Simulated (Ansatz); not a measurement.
Input of an Ansatz 0.2.0 run:

input.yaml

```yaml
crystal:
  lattice:
    - [3.5624185427, 0.0, 0.0]
    - [-1.7812092714, 3.0851449569, 0.0]
    - [0.0, 0.0, 31.56326574]
  atoms:
    - { symbol: Te, position: [0.0, 0.0, 0.05676208] }
    - { symbol: Te, position: [0.3333333333, 0.6666666667, 0.28898622] }
    - { symbol: Te, position: [0.3333333333, 0.6666666667, 0.82440425] }
    - { symbol: Te, position: [0.3333333333, 0.6666666667, 0.17559575] }
    - { symbol: Te, position: [0.3333333333, 0.6666666667, 0.71101378] }
    - { symbol: Te, position: [0.0, 0.0, 0.94323792] }
    - { symbol: Mo, position: [0.3333333333, 0.6666666667, 0.0] }
    - { symbol: Mo, position: [0.0, 0.0, 0.23230601] }
    - { symbol: Mo, position: [0.0, 0.0, 0.76769399] }
hamiltonian:
  xc: r2scan
  pseudopotentials: { kind: paw }
kpoints:
  mp_grid: { grid: [9, 9, 1] }
  band_path:
    path:
      - [[0.0, 0.0, 0.0], [0.5, 0.0, 0.0], [0.3333333333, 0.3333333333, 0.0], [0.0, 0.0, 0.0], [0.0, 0.0, 0.5], [0.5, 0.0, 0.5], [0.3333333333, 0.3333333333, 0.5], [0.0, 0.0, 0.5]]
      - [[0.5, 0.0, 0.5], [0.5, 0.0, 0.0]]
      - [[0.3333333333, 0.3333333333, 0.0], [0.3333333333, 0.3333333333, 0.5]]
    npoints: 10
scf:
  occupations: { method: fermi_dirac, width: 0.05 }
  n_extra_bands: 22
output:
  forces: true
  stress: true
  eigenvalues: true
  fatbands: true
  write_density: true
  write_potential: true
  elf: true
  volumetric_format: npy
```

Potentials or basis: Ansatz PAW.

The run is started by

```bash
$ ansatz run input.yaml --threads 4 --pin off --max-ram 11264MiB --backend cpu --events-out ev --progress --plain --runs-dir out
```

Predict the band gap along the path.

1.08 eV, direct.

Estimate the band gap on the k mesh.

1.08 eV, direct.

Levels at the corners of the path, in eV from the valence-band top:
```tsv
point	band 67	band 68	band 69	band 70	band 71	band 72
Γ	-0.62	-0.21	-0.03	3.08	3.08	3.11
M	-0.57	-0.52	-0.46	1.41	1.42	1.43
K	-0.09	-0.05	0.00	1.08	1.08	1.08
Γ	-0.62	-0.21	-0.03	3.08	3.08	3.11
A	-0.62	-0.21	-0.03	3.08	3.08	3.11
L	-0.57	-0.52	-0.46	1.41	1.42	1.43
H	-0.09	-0.05	0.00	1.08	1.08	1.08
A	-0.62	-0.21	-0.03	3.08	3.08	3.11
L	-0.57	-0.52	-0.46	1.41	1.42	1.43
M	-0.57	-0.52	-0.46	1.41	1.42	1.43
K	-0.09	-0.05	0.00	1.08	1.08	1.08
H	-0.09	-0.05	0.00	1.08	1.08	1.08
```

Caveat: spin-orbit coupling is left out, which moves the levels of the heavy elements; the PAW data sets come from PBE, with cores solved anew for the run's functional, which leaves a small shift of forces and pressure. r2SCAN opens gaps a little over a GGA but as a rule still falls short of measured ones.
